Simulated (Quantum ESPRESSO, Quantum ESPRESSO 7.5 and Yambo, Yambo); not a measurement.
# AlAs (F-43m): G0W0 with and without spin-orbit coupling

Is the spin-orbit change of the gap of AlAs (F-43m) the same in DFT and in GW?

Calculated with Quantum ESPRESSO 7.5 and Yambo 5.3.0; PBE and many-body steps on it, plane waves.

**Experimental background.**

- Gap 3.018 eV: lowest direct gap at Gamma; earlier measurement quoted from literature, technique not stated; 300 K; bulk crystal (pure AlAs, literature value used as model input) (quoted in “Simultaneous Measurement of Mid-Infrared Refractive Indices in Thin-Film Heterostructures: Methodology and Results for GaAs/AlGaAs”, 2023, arxiv:2301.08293).

## 1. The starting structure

It takes space group F-43m (No. 216, cubic). Conventional cell: a = 5.661 Å, b = 5.661 Å, c = 5.661 Å, α = 90.00°, β = 90.00°, γ = 90.00°. Nearest to Al lie 4 As at 2.45 Å. Nearest to As lie 4 Al at 2.45 Å. Farther neighbours are not listed.

The cell and positions come from the Crystallography Open Database and are kept as given unless a step says otherwise.

## 2. Empty states on the mesh, 4×4×4 mesh, 127 bands

This step: Quantum ESPRESSO 7.5; DFT, PBE, plane waves, norm-conserving pseudopotentials.

The sums over transitions need many empty states on a uniform mesh; this step solves for them.

File pw.in:

```
&control
  calculation = 'nscf'
  prefix = 'x'
  outdir = 'o'
  pseudo_dir = 'pseudo'
/
&system
  ibrav = 0
  nat = 2
  ntyp = 2
  ecutwfc = 76.0
  nbnd = 127
  force_symmorphic = .true.
/
&electrons
  conv_thr = 1e-9
  electron_maxstep = 80
  diago_full_acc = .true.
  diago_thr_init = 5e-6
/
ATOMIC_SPECIES
  Al 26.982 Al.upf
  As 74.922 As.upf
CELL_PARAMETERS angstrom
  0.0000000000 2.8304000000 2.8304000000
  2.8304000000 0.0000000000 2.8304000000
  2.8304000000 2.8304000000 -0.0000000000
ATOMIC_POSITIONS crystal
  Al 0.0000000000 0.0000000000 0.0000000000
  As 0.2500000000 0.2500000000 0.2500000000
K_POINTS automatic
  4 4 4 0 0 0
```

Run with:

```console
OMP_NUM_THREADS=1 mpirun -n 8 pw.x -nk 4 -in pw.in > pw.out
```

What it wrote:

```text
Program PWSCF v.7.5 starts

     This program is part of the open-source Quantum ESPRESSO suite
     for quantum simulation of materials; please cite
         "P. Giannozzi et al., J. Phys.:Condens. Matter 21 395502 (2009);
         "P. Giannozzi et al., J. Phys.:Condens. Matter 29 465901 (2017);
         "P. Giannozzi et al., J. Chem. Phys. 152 154105 (2020);
     in publications or presentations arising from this work. More details at

     Atomic positions and unit cell read from directory:
     o/x.save/

     Message from routine setup:
[...]
69.8436  69.8436  71.2470  72.2975  73.3165  73.3165  74.9535  74.9535
     [... 4 further rows ...]
   100.4868 100.4868 101.8619 102.6826 102.7043 102.7043 102.7182 103.1035
   103.1035 104.0964 104.5014 105.0396 105.0396 105.6092 105.6092

          k = 0.3536 0.0000 0.0000 (  3479 PWs)   bands (ev):

     [... further k-points ...]

     highest occupied, lowest unoccupied level (ev):     6.5055    7.9419

     XML data file, pseudopotentials, collected wavefunctions

=------------------------------------------------------------------------------=
   JOB DONE.
=------------------------------------------------------------------------------=
```

Wall time 4.7 s (8 MPI ranks of Arm Neoverse V2, shared host); peak memory 0.51 GiB; 37 s of CPU time.

This step gave:

```yaml
gap: 1.436 eV
k_of_the_valence_top: 0, 0, 0
k_of_the_conduction_bottom: 0, -0.5, -0.5
least_direct_gap: 2.045 eV
k_points_computed: 8
lowest_point_of_the_top_converged_band_above_the_valence_top: 97.0936 eV
```

On this mesh the gap is 1.436 eV.

The density comes from a self-consistent run that is not shown.

## 3. Conversion and set-up

This step: Yambo 5.3.0; conversion and set-up on PBE, plane waves, norm-conserving pseudopotentials.

The states are converted to the many-body program's format and the q mesh is built.

Run with:

```console
(cd o/x.save; p2y > p2y.log; mv SAVE ../..); yambo > setup.log
```

What it wrote:

```text
 Yambo, version 5.3.0

 [02] CORE Variables Setup
 =========================

  [02.01] Unit cells
  ==================

  Cell kind             :  FCC
  Atoms in the cell     :  Al  As
  number of Al atoms    :  1
  number of As atoms    :  1

  List of atomic masses
  Mass of Al    :  26.98200
  Mass of As    :  74.92200

  List of atomic coordinates    : [cc]
  Al1       :  0.000000  0.000000  0.000000  order 1
  As1       :  2.674340  2.674340  2.674340  order 2

  Alat factors          :  5.348681  5.348681  5.348681 [a.u.]
  Direct lattice volume :  306.0343 [a.u.]
[...]
==========================================

 IBZ Q-points                                      :   8
 BZ  Q-points                                      :   64

 K/Q-points units:
 rlu = crystal or reduced units; cc = cartesian coordinates; iku = interal k-units

 Q [1]          [rlu]:  0.000000  0.000000  0.000000
 Q [2]          [rlu]:  0.81056E-17  0.81056E-17  0.25000
 Q [3]          [rlu]: -0.16211E-16 -0.16211E-16 -0.50000
[...]
Q [7]          [rlu]:  0.19445E-16 -0.50000     -0.50000
 Q [8]          [rlu]:  0.250000 -0.500000 -0.250000

  [03.01] X indexes
  =================

   [03.01.01] Sigma indexes
   ========================

 [06] Game Over & Game summary
```

It took 2.3 s on 1 MPI rank; peak memory 0.25 GiB.

## 4. Scalar-relativistic

G0W0 replaces the xc potential by the self-energy, built once from these orbitals. Only a window of levels is corrected, while the sums run over the empty bands that the input names.

This step: G0W0 on PBE, plane waves, norm-conserving pseudopotentials.

File gw1.in:

```
HF_and_locXC
gw0
dyson
ppa
em1d
rim_cut
RandQpts= 1000000
RandGvec= 1 RL
EXXRLvcs= 76 Ry
VXCRLvcs= 304 Ry
Chimod= "HARTREE"
% BndsRnXp
 1 | 127 |
%
NGsBlkXp= 10.5 Ry
% LongDrXp
 1 | 1 | 1 |
%
% GbndRnge
 1 | 127 |
%
DysSolver= "n"
ExtendOut
PPAPntXp= 27.21138 eV
% QPkrange
 1 | 1 | 8 | 11 |
 7 | 7 | 8 | 11 |
%
```

Run with:

```console
OMP_NUM_THREADS=1 mpirun -n 8 yambo -F gw1.in -J gw1 -C gw1 > gw1.log
```

What it wrote:

```text
 Yambo, version 5.3.0

 [02] CORE Variables Setup
 =========================

  [... cell, symmetries and grids as in the set-up ...]

  [02.05] Energies & Occupations
  ==============================

  [X] === General ===
  [X] Electronic Temperature                        :  0.000000  0.000000 [eV K]
  [X] Bosonic    Temperature                        :  0.000000  0.000000 [eV K]
  [X] Finite Temperature mode                       : no
  [X] El. density                                   :  0.39692E+24 [cm-3]
  [X] Fermi Level                                   :  6.505537 [eV]

  [X] === Gaps and Widths ===
  [X] Conduction Band Min                           :  1.436385 [eV]
  [X] Valence Band Max                              :  0.000000 [eV]
  [X] Filled Bands                                  :   9
  [X] Empty Bands                                   :   10  127
  [X] Direct Gap                                    :  2.044983 [eV]
  [X] Direct Gap localized at k                     :  1
  [X] Indirect Gap                                  :  1.436385 [eV]
  [X] Indirect Gap between kpts                     :   1   7
  [X] Last valence band width                       :  2.822646 [eV]
  [X] 1st conduction band width                     :  2.893489 [eV]

 [03] Transferred momenta grid and indexing
 ==========================================

 IBZ Q-points                                      :   8
 BZ  Q-points                                      :   64

 K/Q-points units:
 rlu = crystal or reduced units; cc = cartesian coordinates; iku = interal k-units

 Q [1]          [rlu]:  0.000000  0.000000  0.000000
 Q [2]          [rlu]:  0.81056E-17  0.81056E-17  0.25000
 Q [3]          [rlu]: -0.16211E-16 -0.16211E-16 -0.50000
 Q [4]          [rlu]: -0.97223E-17  0.25000      0.25000
 Q [5]          [rlu]:  0.15221E-16  0.25000      0.50000
 Q [6]          [rlu]: -0.71722E-16  0.25000     -0.25000
 Q [7]          [rlu]:  0.19445E-16 -0.50000     -0.50000
 Q [8]          [rlu]:  0.250000 -0.500000 -0.250000

 [04] Coloumb potential Random Integration (RIM)
 ===============================================

  [04.01] RIM initialization
  ==========================

  * Diagonal components only detected *

  8 x (sBL volume)        :  0.101316 [a.u.]
  sBZ random points       :  1000000
  Points outside the sBZ  :   7968281
  RL volume               :  0.810531 [a.u.]
  Integrated volume       :  0.813757 [a.u.]

  [04.02] RIM integrals
  =====================

  Gamma point sphere radius             :  0.084562 [a.u.]
  Points outside the sphere             :   800476
  [Int_sBZ(q=0) 1/q^2]*(Vol_sBZ)^(-1/3) =:  7.776341
                                 should be <:  7.795600

  Summary of Coulomb integrals for non-metallic bands |Q|[au] RIM/Bare

  Q [1] 0.100000E-4 0.997530 * Q [2] 0.254334 1.068862
  Q [4] 0.293679 1.067204 * Q [6] 0.415325 1.029264
  Q [5] 0.487012 1.022872 * Q [3] 0.508667 1.020326
  Q [7] 0.587358 1.017560 * Q [8] 0.656687 1.014592

 [05] Dipoles
 ============

  [05.01] Setup: observables and procedures
  =========================================

 [06] Dynamic Dielectric Matrix (PPA)
 ====================================

 [SLK-Inversion]  Pools        :  2
 [SLK-Inversion]  BLACS grid   :  2  2

 [WR./gw1//ndb.pp]---------------------------------------------------------------
  Brillouin Zone Q/K grids (IBZ/BZ)                :    8   64    8   64
  RL vectors                                       :   4279 [WF]
  Coulomb cutoff potential                         : none
  Electronic Temperature                           :  0.000000 [K]
  Bosonic    Temperature                           :  0.000000 [K]
  PPA    diel. fun.  energies                      : Perdew, Burke & Ernzerhof(X)+Perdew, Burke & Ernzerhof(C)
  wavefunctions                                    : Perdew, Burke & Ernzerhof(X)+Perdew, Burke & Ernzerhof(C)
  Global Gauge                                     : length
  X matrix size                                    :  181
  X band range                                     :    1  127
  X e/h energy range                               : -1.000000 -1.000000 [eV]
  X Time ordering                                  : R
  X Hxc Kernel                                     : HARTREE
  X Drude frequency                                :  0.000000  0.000000
  X poles                                          :  100.0000 [o/o]
  RL vectors in the sum                            :   4279
  [r,Vnl] included                                 : yes
  Field direction                                  :  0.577350E-5  0.577350E-5  0.577350E-5
  BZ energy Double Grid                            : no
  BZ energy DbGd points                            : 0
  BZ Q point size factor                           : -1.000000
  X Optical Averaged directions                    : none

 [07] Local Exchange-Correlation + Non-Local Fock
 ================================================

 [VXC] Plane waves :  27317
 [EXS] Plane waves :   3527

 QP @ state[ 1 ] K range:  1  1
 QP @ state[ 1 ] b range:   8  11
 QP @ state[ 2 ] K range:   7   7
 QP @ state[ 2 ] b range:   8  11

 [xc] Functional : Perdew, Burke & Ernzerhof(X)+Perdew, Burke & Ernzerhof(C)
 [xc] LIBXC used to calculate xc functional
  PP Number of Atomic Species                      :  2
  NLCC RL compoments                               :  27317
  PP Number of Atomic Species                      :  2
  NLCC RL compoments                               :  27317

 [xc] E_xc :  -11.78303 [Ha]
      E_xc :  -23.56606 [Ry]

  Local XC kind (lXC) : Perdew, Burke & Ernzerhof(X)+Perdew, Burke & Ernzerhof(C)
  Non-Local XC kind (nlXC) : Hartree-Fock

  Corrections @ K [1] :  [eV]
 <8|nlXC|8> = -15.18122 -0.12149E-16 <8|lXC|8> = -12.47958  0.55382E-23
 <9|nlXC|9> = -15.18124  0.72179E-17 <9|lXC|9> = -12.47958 -0.35877E-24
 <10|nlXC|10> = -7.646068 -0.50838E-17 <10|lXC|10> = -11.50547 -0.47204E-16
 <11|nlXC|11> = -4.906050 -0.62651E-18 <11|lXC|11> = -9.416381  0.18882E-15

  Corrections @ K [7] :  [eV]
 <8|nlXC|8> = -14.54787  0.39232E-17 <8|lXC|8> = -11.21427  0.47204E-16
 <9|nlXC|9> = -14.54786 -0.15645E-16 <9|lXC|9> = -11.21427  0.73757E-16
 <10|nlXC|10> = -4.643998 -0.51576E-17 <10|lXC|10> = -8.298672 -0.47204E-16
 <11|nlXC|11> = -5.133939  0.41271E-18 <11|lXC|11> = -8.962422 -0.47204E-16

 [08] Dyson equation: Newton solver
 ==================================

  [08.01] G0W0 (W PPA)
  ====================

  [  GW  ] Bands range     :    1  127
  [GW/PPA] G damping       :  0.100000 [eV]

  QP @ state[ 1 ] K range:  1  1
  QP @ state[ 1 ] b range:   8  11
  QP @ state[ 2 ] K range:   7   7
  QP @ state[ 2 ] b range:   8  11

   Sc/G bands                                       :    1  127
   Sc/G damping                                     :  0.100000 ev
   Sc bands terminator                              : no
   Sx RL components                                 :   3527

   QP @ state[ 1 ] K range                          :  1  1
   QP @ state[ 1 ] b range                          :   8  11
   QP @ state[ 2 ] K range                          :   7   7
   QP @ state[ 2 ] b range                          :   8  11
   GF energies kind                                 : Perdew, Burke & Ernzerhof(X)+Perdew, Burke & Ernzerhof(C)
   GF WF`s kind                                     : Perdew, Burke & Ernzerhof(X)+Perdew, Burke & Ernzerhof(C)
   Xs energies kind                                 : Perdew, Burke & Ernzerhof(X)+Perdew, Burke & Ernzerhof(C)
   Xs WF`s kind                                     : Perdew, Burke & Ernzerhof(X)+Perdew, Burke & Ernzerhof(C)

 [11] Game Over & Game summary
```

Run time: 30 s. Hardware: 8 MPI ranks; peak memory 3.1 GiB; 3.8 min of CPU time.

This step gave:

* G0W0 gap on the points computed: 2.502 eV
* starting gap on the mesh: 1.436 eV
* k of the valence top: 0, 0, 0
* k of the conduction bottom: 0, -0.5, -0.5
* least direct G0W0 gap on the computed points: 3.130 eV
* Z at the valence top: 0.7880
* Z at the conduction bottom: 0.8050

The gap on the mesh goes from 1.44 eV to 2.50 eV, a correction of +1.07 eV.

## 5. Empty states on the mesh, 4×4×4 mesh, 254 bands

This step: Quantum ESPRESSO 7.5; DFT, PBE with spin-orbit coupling, plane waves, norm-conserving pseudopotentials.

Edit pw.in of step 2 so:

```diff
@@ -11,4 +11,6 @@
   ecutwfc = 76.0
-  nbnd = 127
+  nbnd = 254
   force_symmorphic = .true.
+  noncolin = .true.
+  lspinorb = .true.
 /
```

Run with:

```console
OMP_NUM_THREADS=1 mpirun -n 8 pw.x -nk 4 -in pw.in > pw.out
```

What it wrote:

```text
[banner, memory and clock lines left out]
Program PWSCF v.7.5 starts

     Atomic positions and unit cell read from directory:
     o/x.save/

     Message from routine setup:
     using ibrav=0 with symmetry is DISCOURAGED, use correct ibrav instead

     bravais-lattice index     =            0
     lattice parameter (alat)  =       7.5642  a.u.
     unit-cell volume          =     306.0343 (a.u.)^3
     number of atoms/cell      =            2
     number of atomic types    =            2
     number of electrons       =        18.00
[...]
[... 20 further rows ...]
[...]
105.6757 105.6779 105.6779 105.6810 106.4944 106.4944

          k =-0.3536-0.3536 0.3536 (  3426 PWs)   bands (ev):

[...]
39.6752  39.6752  40.8360  40.8360  41.6726  41.6726  46.1633  46.1633
     [... 20 further rows ...]
   103.1050 103.1050 104.0972 104.0972 104.5022 104.5022 105.0193 105.0193
   105.0597 105.0597 105.6098 105.6098 105.6100 105.6100

          k = 0.3536 0.0000 0.0000 (  3479 PWs)   bands (ev):

     [... further k-points ...]

     highest occupied, lowest unoccupied level (ev):     6.6064    7.9437

     XML data file, pseudopotentials, collected wavefunctions
```

The job ended after 24 s (8 MPI ranks; peak memory 1 GiB).

This step gave:

```yaml
gap: 1.337 eV
k_of_the_valence_top: 0, 0, 0
k_of_the_conduction_bottom: 0, -0.5, -0.5
least_direct_gap: 1.948 eV
k_points_computed: 8
lowest_point_of_the_top_converged_band_above_the_valence_top: 97.0023 eV
```

On this mesh the gap is 1.337 eV.

The density comes from a self-consistent run that is not shown, made with spin-orbit coupling and fully relativistic files.

## 6. Conversion and set-up

This step: Yambo 5.3.0; conversion and set-up on PBE with spin-orbit coupling, plane waves, norm-conserving pseudopotentials.

Run with:

```console
(cd o/x.save; p2y > p2y.log; mv SAVE ../..); yambo > setup.log
```

What it wrote:

```text
 Yambo, version 5.3.0

 [02] CORE Variables Setup
 =========================

  [02.01] Unit cells
  ==================

  Cell kind             :  FCC
  Atoms in the cell     :  Al  As
  number of Al atoms    :  1
  number of As atoms    :  1

  List of atomic masses
  Mass of Al    :  26.98200
  Mass of As    :  74.92200

  List of atomic coordinates    : [cc]
  Al1       :  0.000000  0.000000  0.000000  order 1
  As1       :  2.674340  2.674340  2.674340  order 2

  Alat factors          :  5.348681  5.348681  5.348681 [a.u.]
  Direct lattice volume :  306.0343 [a.u.]
[...]
==========================================

 IBZ Q-points                                      :   8
 BZ  Q-points                                      :   64

 K/Q-points units:
 rlu = crystal or reduced units; cc = cartesian coordinates; iku = interal k-units

 Q [1]          [rlu]:  0.000000  0.000000  0.000000
 Q [2]          [rlu]:  0.81056E-17  0.81056E-17  0.25000
 Q [3]          [rlu]: -0.16211E-16 -0.16211E-16 -0.50000
[...]
Q [7]          [rlu]:  0.19445E-16 -0.50000     -0.50000
 Q [8]          [rlu]:  0.250000 -0.500000 -0.250000

  [03.01] X indexes
  =================

   [03.01.01] Sigma indexes
   ========================

 [06] Game Over & Game summary
```

It took 2.8 s on 1 MPI rank; peak memory 0.25 GiB.

(Continued in part 2 of 2.)

[Paths, hosts, dates, memory and timing lines, banners, echoed tables and standing remarks are left out of the program output.]

[Logs are printed without paths, hosts, clocks, repeated set-up lines and the standing remarks that a program may print on its own settings, such as how far it seeks lower states.]

[Runs of the session that timed out or met a known fault of the program may be left out.]

[Hosts, paths, dates, database ids (printed as entryN), source tags and the programs' standing remarks are cut or masked in the printed files.]
